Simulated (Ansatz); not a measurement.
# Te: the cost of one run

Method: DFT LDA, scalar-relativistic, in Ansatz 0.2.0.

## 1. The system as given

The structure is monoclinic, space group C2/m (No. 12). The conventional cell has a = 8.468 Å, b = 4.742 Å, c = 3.959 Å, α = 90.00°, β = 91.89°, γ = 90.00°. Te (site symmetry m) has 6 Te at 2.99 to 3.25 Å as nearest neighbours. Te (site symmetry 2/m) is surrounded by 6 Te at 2.99 to 3.10 Å.

Cell or atoms stand a little off a more symmetric structure (R-3m at a tolerance of 0.3 Å), so results at this geometry aren't those of that ideal crystal.

As a file:

```xyz
3
Lattice="4.2341 -2.3712 0.0000 4.2341 2.3712 0.0000 -0.1304 0.0000 3.9573" Properties=species:S:1:pos:R:3 pbc="T T T"
Te    5.6364    0.0000    2.6712
Te    2.7013    0.0000    1.2861
Te    0.0000    0.0000    0.0000
```

Atoms are numbered in the order of the input: Te1, Te2, Te3.

## 2. After the deformation

Space group C2/m before, P-1 after.

## 3. Full-potential LAPW

Input file input.yaml:

```yaml
crystal:
  lattice:
    - [4.257812, -2.413541, -0.018629]
    - [4.210388, 2.328859, -0.066053]
    - [-0.1700235, -0.038269, 3.9586545]
  atoms:
    - { symbol: Te, position: [0.676, 0.676, 0.675] }
    - { symbol: Te, position: [0.324, 0.324, 0.325] }
    - { symbol: Te, position: [0.0, 0.0, 0.0] }
kpoints:
  mp_grid: { grid: [8, 8, 8] }
  band_path:
    path:
      - [0.0, 0.0, 0.0]
      - [-0.5, 0.0, 0.0]
      - [0.0, 0.0, -0.5]
      - [0.0, 0.0, 0.0]
      - [-0.5, -0.5, 0.0]
      - [0.0, -0.5, 0.5]
      - [0.0, 0.0, 0.0]
      - [-0.5, -0.5, 0.5]
      - [0.0, -0.5, 0.0]
    npoints: 5
scf:
  occupations: { method: fermi_dirac, width: 0.05 }
hamiltonian:
  xc: lda
  pseudopotentials: { kind: all_electron, lapw: { basis_error: 0.001 } }
output:
  forces: true
  stress: true
  eigenvalues: true
```

Command:

```sh
> ansatz run input.yaml --threads 1 --pin off --max-ram 6144MiB --backend cpu --events-out ev --progress --plain --runs-dir out
```

What time and memory should one allow on 1 thread of Arm Neoverse V2, shared host?

About 2.6 min, with a peak of 1.1 GiB.
